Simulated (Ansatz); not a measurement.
K2S (started from an entry of an open crystallographic database), relaxed with r2SCAN: space group Fm-3m (No. 225), cubic; conventional cell a = 7.405 Å, 33.84 Å³ an atom. Around K lie 4 S at 3.21 Å; around S lie 8 K at 3.21 Å. One-shot G0W0@PBE in Ansatz 0.2.0 on a 4×4×4 mesh (contour deformation, no spin-orbit coupling), from a PBE gap of 2.381 eV over the mesh points (the G0W0 gap is indirect on the mesh); the number N of bands summed and the screening cutoff rise together. Spin-unpolarised throughout; all numbers are computed.

```
  N  cutoff (eV)  1000/N  G0W0 gap (eV)
176           80   5.682          3.780
393          140   2.545          3.921
```

Problem. Lay a straight line in 1000/N through these rows.

Solution. The slope is -0.0449 eV per unit of 1000/N and the intercept 4.035 eV.

Problem. Predict the gap at N = 713 (210 eV).

Solution. 4.035 + (-0.0449) × 1.403 = 3.972 eV; the run gives 3.979 eV, +0.007 eV from the line.

Problem. With that run's result added, what limit do the last two rows suggest?

Solution. Their slope is (3.979 − 3.921)/(1.403 − 2.545) = -0.0508, which meets 1/N = 0 at 4.05 eV, against 4.035 eV from the first line. The slope steepens, so 1/N isn't yet asymptotic and the true limit probably lies higher still; the k mesh isn't extrapolated.
